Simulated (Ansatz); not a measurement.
**Zr2N: tests of the settings**

One table from this session's results is given with a row withheld; the runs are named, their logs left out.

Computed with Ansatz 0.2.0 (DFT PBEsol, scalar-relativistic, plane waves, PAW, unless a step's input says otherwise).

1 further run of the same task is left out (set aside as unsound or not needed). Runs told in other sessions of the task aren't counted.

### The structure to begin with

Symmetry: P4_2/mnm, No. 136, tetragonal system. The conventional cell has a = 5.413 Å, b = 5.413 Å, c = 3.308 Å, α = 90.00°, β = 90.00°, γ = 90.00°. Zr (site symmetry m2m) has 3 N at 2.27 Å in its first shell of neighbours. N (site symmetry mmm) is surrounded by 6 Zr at 2.27 Å.

As a file:

```cif
data_structure
_symmetry_space_group_name_H-M 'P4_2/mnm'
_symmetry_Int_Tables_number 136
_cell_length_a 5.4130
_cell_length_b 5.4130
_cell_length_c 3.3078
_cell_angle_alpha 90.000
_cell_angle_beta 90.000
_cell_angle_gamma 90.000
_cell_volume 96.92
loop_
_atom_site_label
_atom_site_type_symbol
_atom_site_symmetry_multiplicity
_atom_site_Wyckoff_symbol
_atom_site_fract_x
_atom_site_fract_y
_atom_site_fract_z
_atom_site_occupancy
Zr1 Zr 4 f 0.29613 0.29613 0.00000 1
N1 N 2 a 0.00000 0.00000 0.00000 1
```

Source of the structure: the Materials Project (structure only). It is taken as it stands there.

### The base run, which the others are set against

The input, input.yaml:

```yaml
crystal:
  lattice:
    - [5.41300273, 0.0, 0.0]
    - [0.0, 5.41300273, 0.0]
    - [0.0, 0.0, 3.30778919]
  atoms:
    - { symbol: Zr, position: [0.29612546, 0.29612546, 0.0] }
    - { symbol: Zr, position: [0.70387454, 0.70387454, 0.0] }
    - { symbol: Zr, position: [0.79612546, 0.20387454, 0.5] }
    - { symbol: Zr, position: [0.20387454, 0.79612546, 0.5] }
    - { symbol: "N", position: [0.0, 0.0, 0.0] }
    - { symbol: "N", position: [0.5, 0.5, 0.5] }
basis:
  ecutwfc: 420
kpoints:
  mp_grid: { grid: [8, 8, 10] }
hamiltonian:
  xc: pbesol
scf:
  occupations: { method: gaussian, width: 0.1 }
output:
  forces: true
  stress: true
  eigenvalues: true
  populations: true
```

It was run beforehand and gave: -2879.9551 eV/atom at zero smearing, pressure -4.87 GPa, largest force 0.064 eV/Å, no gap on the mesh, in 7 SCF cycles and 43 s.

Set-up of the first run:

The input, input.yaml:

```yaml
crystal:
  lattice:
    - [5.41300273, 0.0, 0.0]
    - [0.0, 5.41300273, 0.0]
    - [0.0, 0.0, 3.30778919]
  atoms:
    - { symbol: Zr, position: [0.29612546, 0.29612546, 0.0] }
    - { symbol: Zr, position: [0.70387454, 0.70387454, 0.0] }
    - { symbol: Zr, position: [0.79612546, 0.20387454, 0.5] }
    - { symbol: Zr, position: [0.20387454, 0.79612546, 0.5] }
    - { symbol: "N", position: [0.0, 0.0, 0.0] }
    - { symbol: "N", position: [0.5, 0.5, 0.5] }
basis:
  ecutwfc: 150
kpoints:
  mp_grid: { grid: [8, 8, 10] }
hamiltonian:
  xc: pbesol
scf:
  occupations: { method: gaussian, width: 0.1 }
output:
  forces: true
  stress: true
  eigenvalues: true
```

Run with:

```sh
ansatz run input.yaml --threads 1 --pin off --max-ram 2560MiB --backend cpu --events-out ev --progress --plain --runs-dir out
```

Steps of the session up to this table: Plane-wave cutoff set to 150 eV; Plane-wave cutoff set to 200 eV; Plane-wave cutoff set to 250 eV; Plane-wave cutoff set to 300 eV; Plane-wave cutoff set to 350 eV; Plane-wave cutoff set to 380 eV; Plane-wave cutoff set to 460 eV; Plane-wave cutoff: 520 eV; Plane-wave cutoff set to 600 eV; Plane-wave cutoff: 700 eV; Plane-wave cutoff set to 850 eV.

One table of the session follows, with a row left open; its other results are not shown here.

It belongs to the step «The sweep of the plane-wave cutoff side by side». 

| cutoff (eV) | ΔE (meV/atom) | pressure (GPa) | largest change of a force component (eV/Å) |
| --- | --- | --- | --- |
| 150 | 7567 | 11.27 | 0.163 |
| 200 | 1879 | -9.96 | 0.069 |
| 250 | 496 | -4.35 | 0.011 |
| 300 | 111 | -4.07 | 0.011 |
| 350 | ? | ? | ? |
| 380 | 7.92 | -4.85 | 0.000 |
| 420 | 1.93 | -4.87 | 0.000 |
| 460 | 0.48 | -4.87 | 0.000 |
| 520 | 0.22 | -4.87 | 0.000 |
| 600 | 0.12 | -4.87 | 0.000 |
| 700 | 0.04 | -4.87 | 0.000 |
| 850 | 0.00 | -4.87 | 0.000 |

**Question.** Estimate the row for cutoff (eV) = 350.

Worked estimate for «ΔE (meV/atom)». A straight line through the neighbours (300, 111) and (380, 7.92) gives 111 + (7.92 − 111) × (350 − 300) / (380 − 300) = 46.6; a parabola fitted to 4 rows on both sides gives -15.8.

**Answer.** ΔE (meV/atom): 22.0; pressure (GPa): -4.73; largest change of a force component (eV/Å): 0.002. In «ΔE (meV/atom)» the line misses by +24.6 and the parabola by -37.8.

Limits of these values: The settings are coarse, so take the values as rough. Warnings in the runs' records: cutoff below recommended.
